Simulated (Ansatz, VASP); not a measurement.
**One calculation of InSb, two programs**

```
CELL_PARAMETERS angstrom
0.00000 3.49823 3.49823
3.49823 0.00000 3.49823
3.49823 3.49823 0.00000
ATOMIC_POSITIONS crystal
In 0.00000 0.00000 0.00000
Sb 0.75000 0.75000 0.75000
```

Change from the starting cell: strain +0.080 along x and y, +0.080 along z, atoms carried along.

Alike in both runs: task single point; functional PBE; k mesh 12 × 12 × 12; occupations gaussian, width 0.15 eV; no spin polarisation.

```csv
,VASP,Ansatz
version,VASP 6.6.1,Ansatz 0.2.0
potentials or method,"VASP PAW PBE potentials, release 64 (In_d, Sb)","scalar-relativistic, plane waves, PAW"
plane-wave cutoff (eV),520,420
valence electrons in the cell,18,28
```

|  | VASP | Ansatz | Ansatz less VASP |
| --- | --- | --- | --- |
| gap on the k mesh at the Fermi level (eV) | none | none | - |
| pressure (GPa) | -4.0 | -3.9 | +0.02 |

A gap of «none» marks a metal or a gap that the smearing closes. The functional is the same, so the differences come from potentials, cutoffs and numerics. The two sets of potentials don't hold the same shells in valence.

The runs have no spin-orbit coupling, so splittings on Sb are missing.
